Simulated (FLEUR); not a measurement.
# TiC (Fm-3m) in FLEUR: band structure with PBE

Aim: the band structure of TiC with PBE.

All numbers are computed with FLEUR MaX-R8.1 (later development tree); they aren't measurements. Logs are shortened: lines on timing, memory, paths and dates and some standing lists are left out, and cuts for length are marked.

### Step 1. The structure

It takes space group Fm-3m (No. 225, cubic). The conventional cell has a = 4.331 Å, b = 4.331 Å, c = 4.331 Å, α = 90.00°, β = 90.00°, γ = 90.00°. Ti (site symmetry m-3m) is surrounded by 6 C at 2.17 Å. Around C (site symmetry m-3m) lie 6 Ti at 2.17 Å.

The cell is a database's computed one.

### Step 2. Band structure, PBE

Input file inp.xml:

```xml
<?xml version="1.0" encoding="UTF-8" standalone="no"?>
<fleurInput fleurInputVersion="0.39">
   <comment>
      TiC                                                                                                 
   </comment>
   <calculationSetup>
      <cutoffs Kmax="4.56" Gmax="14.1" GmaxXC="14.1" numbands="0"/>
      <scfLoop itmax="60" minDistance="0.00001" maxIterBroyd="15" imix="Anderson" alpha="0.05" precondParam="0.0" spinf="2.0" sdNocoIR="T"/>
      <coreElectrons ctail="T" frcor="F" kcrel="0" coretail_lmax="0"/>
      <xcFunctional name="pbe" relativisticCorrections="F"/>
      <magnetism jspins="1"/>
      <soc l_soc="F" theta="0.0" phi="0.0" spav="F"/>
      <expertModes spex="0" secvar="F"/>
      <geometryOptimization l_f="F" forcealpha="1.0" forcemix="BFGS" epsdisp="0.00001" epsforce="0.00001"/>
      <ldaU l_linMix="F" mixParam="0.05" spinf="1.0"/>
   </calculationSetup>
   <cell>
      <bzIntegration valenceElectrons="16.0" mode="hist" fermiSmearingEnergy="0.00183747">
         <kPointListSelection listName="default-1"/>
         <!-- k-points included here -->
         <xi:include xmlns:xi="http://www.w3.org/2001/XInclude" href="kpts.xml"> </xi:include>
      </bzIntegration>
      <!-- symmetry operations included here -->
      <xi:include xmlns:xi="http://www.w3.org/2001/XInclude" href="sym.xml"> </xi:include>
      <bulkLattice scale="1.0">
         <bravaisMatrix>
[... 29 lines left out ...]
            <stateOccupation state="(2p1/2)" spinUp="0.333333" spinDown="0.333333"/>
            <stateOccupation state="(2p3/2)" spinUp="0.666667" spinDown="0.666667"/>
         </electronConfig>
         <energyParameters s="2" p="2" d="3" f="4"/>
         <lo type="SCLO" l="0" n="2" eDeriv="2"/>
         <lo type="SCLO" l="1" n="2" eDeriv="2"/>
         <lo type="SCLO" l="2" n="3" eDeriv="2"/>
      </species>
   </atomSpecies>
   <atomGroups>
      <atomGroup species="Titanium (Ti)">
         <relPos label="                   1">.0000000000 .0000000000 .0000000000</relPos>
         <force calculate="T" relaxXYZ="TTT"/>
      </atomGroup>
      <atomGroup species="Carbon (C)">
         <relPos label="                   2">1.000/2.000 1.000/2.000 1.000/2.000</relPos>
         <force calculate="T" relaxXYZ="TTT"/>
      </atomGroup>
   </atomGroups>
   <output dos="F" band="F" slice="F">
      <checks vchk="F" cdinf="F"/>
      <bandDOS minEnergy="-.5*Htr" maxEnergy="0.5*Htr" sigma="0.015" storeEVData="T"/>
      <vacuumDOS vacdos="F" integ="F" star="F" nstars="0" locx1="0.0" locy1="0.0" locx2="0.0" locy2="0.0" nstm="0" tworkf="0.0"/>
      <unfoldingBand unfoldBand="F" supercellX="1" supercellY="1" supercellZ="1"/>
      <plotting iplot="0" polar="F">
         <plot TwoD="T" vec1="  1.0  0.0  0.0" vec2="  0.0  1.0  0.0" vec3="  0.0  0.0  1.0" zero="  0.0  0.0  0.0" file="plot"/>
      </plotting>
      <chargeDensitySlicing numkpt="0" minEigenval="0.0" maxEigenval="0.0" nnne="0" pallst="F"/>
      <specialOutput eonly="F"/>
      <moessbauerParams electricFieldGradient="T" isomerShift="T" coreHyperfine="T" valenceHyperfine="T"/>
      <magneticCircularDichroism mcd="F" energyLo="-10.0" energyUp="0.0"/>
   </output>
  <!-- We include the file relax.xml here to enable relaxations (see documentation) -->
  <xi:include xmlns:xi="http://www.w3.org/2001/XInclude" href="relax.xml"> <xi:fallback/> </xi:include>
</fleurInput>
```

Input file crystal.txt:

```
TiC
&input cartesian=F /
0.0000000000  2.1657188437  2.1657188437
2.1657188437  0.0000000000  2.1657188437
2.1657188437  2.1657188437  0.0000000000
1.8897261246
1.0 1.0 1.0

2
22 0.0000000000  0.0000000000  0.0000000000
6 0.5000000000  0.5000000000  0.5000000000

&kpt div1=11 div2=11 div3=11 gamma=T /
```

Input file inp.xml (bands):

```
<?xml version="1.0" encoding="UTF-8" standalone="no"?>
<fleurInput fleurInputVersion="0.39">
   <comment>
      TiC                                                                                                 
   </comment>
   <calculationSetup>
      <cutoffs Kmax="4.56" Gmax="14.1" GmaxXC="14.1" numbands="0"/>
      <scfLoop itmax="60" minDistance="0.00001" maxIterBroyd="15" imix="Anderson" alpha="0.05" precondParam="0.0" spinf="2.0" sdNocoIR="T"/>
      <coreElectrons ctail="T" frcor="F" kcrel="0" coretail_lmax="0"/>
      <xcFunctional name="pbe" relativisticCorrections="F"/>
      <magnetism jspins="1"/>
      <soc l_soc="F" theta="0.0" phi="0.0" spav="F"/>
      <expertModes spex="0" secvar="F"/>
      <geometryOptimization l_f="F" forcealpha="1.0" forcemix="BFGS" epsdisp="0.00001" epsforce="0.00001"/>
      <ldaU l_linMix="F" mixParam="0.05" spinf="1.0"/>
   </calculationSetup>
   <cell>
      <bzIntegration valenceElectrons="16.0" mode="hist" fermiSmearingEnergy="0.00183747">
         <kPointListSelection listName="path-1"/>
         <!-- k-points included here -->
         <xi:include xmlns:xi="http://www.w3.org/2001/XInclude" href="kpts.xml"> </xi:include>
      </bzIntegration>
      <!-- symmetry operations included here -->
      <xi:include xmlns:xi="http://www.w3.org/2001/XInclude" href="sym.xml"> </xi:include>
      <bulkLattice scale="1.0">
         <bravaisMatrix>
[... 29 lines left out ...]
            <stateOccupation state="(2p1/2)" spinUp="0.333333" spinDown="0.333333"/>
            <stateOccupation state="(2p3/2)" spinUp="0.666667" spinDown="0.666667"/>
         </electronConfig>
         <energyParameters s="2" p="2" d="3" f="4"/>
         <lo type="SCLO" l="0" n="2" eDeriv="2"/>
         <lo type="SCLO" l="1" n="2" eDeriv="2"/>
         <lo type="SCLO" l="2" n="3" eDeriv="2"/>
      </species>
   </atomSpecies>
   <atomGroups>
      <atomGroup species="Titanium (Ti)">
         <relPos label="                   1">.0000000000 .0000000000 .0000000000</relPos>
         <force calculate="T" relaxXYZ="TTT"/>
      </atomGroup>
      <atomGroup species="Carbon (C)">
         <relPos label="                   2">1.000/2.000 1.000/2.000 1.000/2.000</relPos>
         <force calculate="T" relaxXYZ="TTT"/>
      </atomGroup>
   </atomGroups>
   <output dos="F" band="T" slice="F">
      <checks vchk="F" cdinf="F"/>
      <bandDOS minEnergy="-.5*Htr" maxEnergy="0.5*Htr" sigma="0.015" storeEVData="T"/>
      <vacuumDOS vacdos="F" integ="F" star="F" nstars="0" locx1="0.0" locy1="0.0" locx2="0.0" locy2="0.0" nstm="0" tworkf="0.0"/>
      <unfoldingBand unfoldBand="F" supercellX="1" supercellY="1" supercellZ="1"/>
      <plotting iplot="0" polar="F">
         <plot TwoD="T" vec1="  1.0  0.0  0.0" vec2="  0.0  1.0  0.0" vec3="  0.0  0.0  1.0" zero="  0.0  0.0  0.0" file="plot"/>
      </plotting>
      <chargeDensitySlicing numkpt="0" minEigenval="0.0" maxEigenval="0.0" nnne="0" pallst="F"/>
      <specialOutput eonly="F"/>
      <moessbauerParams electricFieldGradient="T" isomerShift="T" coreHyperfine="T" valenceHyperfine="T"/>
      <magneticCircularDichroism mcd="F" energyLo="-10.0" energyUp="0.0"/>
   </output>
  <!-- We include the file relax.xml here to enable relaxations (see documentation) -->
  <xi:include xmlns:xi="http://www.w3.org/2001/XInclude" href="relax.xml"> <xi:fallback/> </xi:include>
</fleurInput>
```

Potentials or basis: all-electron, FLAPW.

The run is started by

```console
inpgen -f crystal.txt -profile fastHighL
# inp.xml edited to the form shown
fleur_MPI
fleur_MPI   # second run, on inp.xml (bands)
```

The program printed:

```text
Welcome to FLEUR        (www.flapw.de)
      MaX-Release 8.1          (www.max-centre.eu)

 ========== k-point set info ==========
 Selected k-point list: default-1
 k-point list type: mesh
 11 x 11 x 11
 Number of k points: 56

 ------------Calculation Setup---------------------------
 Number of MPI-tasks      :            1
 Number of PE/node        :            1
 Number of OMP-threads    :            1
 Most efficient MPI parallelization for:
           1           2           4           7           8          14          28          56
 Additional eigenvalue parallelization possible
 Number of basis functions:          299
 Approximate size of matrices (H+S) per k-point:         0.001 GB
 --------------------------------------------------------
Nuclear radius smaller than smallest radial mesh point for atom type 2 -- skipping its core isomer shift
Nuclear radius smaller than smallest radial mesh point for atom type 2 -- skipping its isomer shift
 Iteration:     1   Distance:      29.66692798 me/bohr^3
Nuclear radius smaller than smallest radial mesh point for atom type 2 -- skipping its core isomer shift
Nuclear radius smaller than smallest radial mesh point for atom type 2 -- skipping its isomer shift
 Iteration:     2   Distance:      24.11739304 me/bohr^3
Nuclear radius smaller than smallest radial mesh point for atom type 2 -- skipping its core isomer shift
Nuclear radius smaller than smallest radial mesh point for atom type 2 -- skipping its isomer shift
 Iteration:     3   Distance:       8.07017687 me/bohr^3
Nuclear radius smaller than smallest radial mesh point for atom type 2 -- skipping its core isomer shift
Nuclear radius smaller than smallest radial mesh point for atom type 2 -- skipping its isomer shift
 Iteration:     4   Distance:       7.51179014 me/bohr^3
Nuclear radius smaller than smallest radial mesh point for atom type 2 -- skipping its core isomer shift
Nuclear radius smaller than smallest radial mesh point for atom type 2 -- skipping its isomer shift
 Iteration:     5   Distance:       2.34721979 me/bohr^3
Nuclear radius smaller than smallest radial mesh point for atom type 2 -- skipping its core isomer shift
Nuclear radius smaller than smallest radial mesh point for atom type 2 -- skipping its isomer shift
 Iteration:     6   Distance:       2.33300533 me/bohr^3
Nuclear radius smaller than smallest radial mesh point for atom type 2 -- skipping its core isomer shift
Nuclear radius smaller than smallest radial mesh point for atom type 2 -- skipping its isomer shift
 Iteration:     7   Distance:       0.24871284 me/bohr^3
Nuclear radius smaller than smallest radial mesh point for atom type 2 -- skipping its core isomer shift
Nuclear radius smaller than smallest radial mesh point for atom type 2 -- skipping its isomer shift
 Iteration:     8   Distance:       0.52752015 me/bohr^3
Nuclear radius smaller than smallest radial mesh point for atom type 2 -- skipping its core isomer shift
Nuclear radius smaller than smallest radial mesh point for atom type 2 -- skipping its isomer shift
 Iteration:     9   Distance:       0.05263068 me/bohr^3
Nuclear radius smaller than smallest radial mesh point for atom type 2 -- skipping its core isomer shift
Nuclear radius smaller than smallest radial mesh point for atom type 2 -- skipping its isomer shift
 Iteration:    10   Distance:       0.04906828 me/bohr^3
Nuclear radius smaller than smallest radial mesh point for atom type 2 -- skipping its core isomer shift
Nuclear radius smaller than smallest radial mesh point for atom type 2 -- skipping its isomer shift
 Iteration:    11   Distance:       0.00321816 me/bohr^3
Nuclear radius smaller than smallest radial mesh point for atom type 2 -- skipping its core isomer shift
Nuclear radius smaller than smallest radial mesh point for atom type 2 -- skipping its isomer shift
 Iteration:    12   Distance:       0.00644628 me/bohr^3
Nuclear radius smaller than smallest radial mesh point for atom type 2 -- skipping its core isomer shift
Nuclear radius smaller than smallest radial mesh point for atom type 2 -- skipping its isomer shift
 Iteration:    13   Distance:       0.00011081 me/bohr^3
Nuclear radius smaller than smallest radial mesh point for atom type 2 -- skipping its core isomer shift
Nuclear radius smaller than smallest radial mesh point for atom type 2 -- skipping its isomer shift
 Iteration:    14   Distance:       0.00009785 me/bohr^3
Nuclear radius smaller than smallest radial mesh point for atom type 2 -- skipping its core isomer shift
Nuclear radius smaller than smallest radial mesh point for atom type 2 -- skipping its isomer shift
 Iteration:    15   Distance:       0.00000730 me/bohr^3

 ********************************************************************
 Run finished successfully
 Stop message:
   all done
 ********************************************************************
```

Run time: 18 s. Hardware: 1 thread of Intel Xeon 6975P-C (Granite Rapids), shared host; peak memory 0.06 GiB.

Results:

- Free energy: -24272.1129 eV
- Band gap along the path: none (metal or under the smearing width)
- Valence electrons inside the program's atomic spheres: Ti 9.92; C 2.83 (radii Ti 2.15, C 1.64 bohr)

Levels at the corners of the path, in eV from the Fermi level:
| point | band 4 | band 5 | band 6 | band 7 | band 8 | band 9 | band 10 | band 11 | band 12 | band 13 |
| --- | --- | --- | --- | --- | --- | --- | --- | --- | --- | --- |
| Γ | -32.65 | -12.46 | 0.63 | 0.63 | 0.63 | 1.61 | 1.61 | 1.61 | 1.66 | 1.66 |
| X | -32.82 | -10.18 | -3.50 | -1.68 | -0.10 | -0.10 | 2.65 | 3.46 | 3.46 | 5.75 |
| W | -32.83 | -9.59 | -3.21 | -3.21 | -2.77 | 2.73 | 2.73 | 3.47 | 5.05 | 5.15 |
| K | -32.78 | -9.66 | -3.53 | -3.41 | -1.79 | 1.40 | 3.08 | 3.77 | 5.37 | 5.46 |
| Γ | -32.65 | -12.46 | 0.63 | 0.63 | 0.63 | 1.61 | 1.61 | 1.61 | 1.66 | 1.66 |
| L | -32.70 | -8.98 | -5.90 | -2.96 | -2.96 | 2.86 | 2.86 | 4.05 | 8.10 | 8.10 |
| U | -32.78 | -9.66 | -3.53 | -3.41 | -1.79 | 1.40 | 3.08 | 3.77 | 5.37 | 5.46 |
| W | -32.83 | -9.59 | -3.21 | -3.21 | -2.77 | 2.73 | 2.73 | 3.47 | 5.05 | 5.15 |
| L | -32.70 | -8.98 | -5.90 | -2.96 | -2.96 | 2.86 | 2.86 | 4.05 | 8.10 | 8.10 |
| K | -32.78 | -9.66 | -3.53 | -3.41 | -1.79 | 1.40 | 3.08 | 3.77 | 5.37 | 5.46 |
| U | -32.78 | -9.66 | -3.53 | -3.41 | -1.79 | 1.40 | 3.08 | 3.77 | 5.37 | 5.46 |
| X | -32.82 | -10.18 | -3.50 | -1.68 | -0.10 | -0.10 | 2.65 | 3.46 | 3.46 | 5.75 |

Core levels (eV from the Fermi level):
```csv
atom,levels
1 Ti,"1s1/2 -4861.9, 2s1/2 -531.0, 2p1/2 -442.1, 2p3/2 -436.4"
2 C,1s1/2 -264.7
```
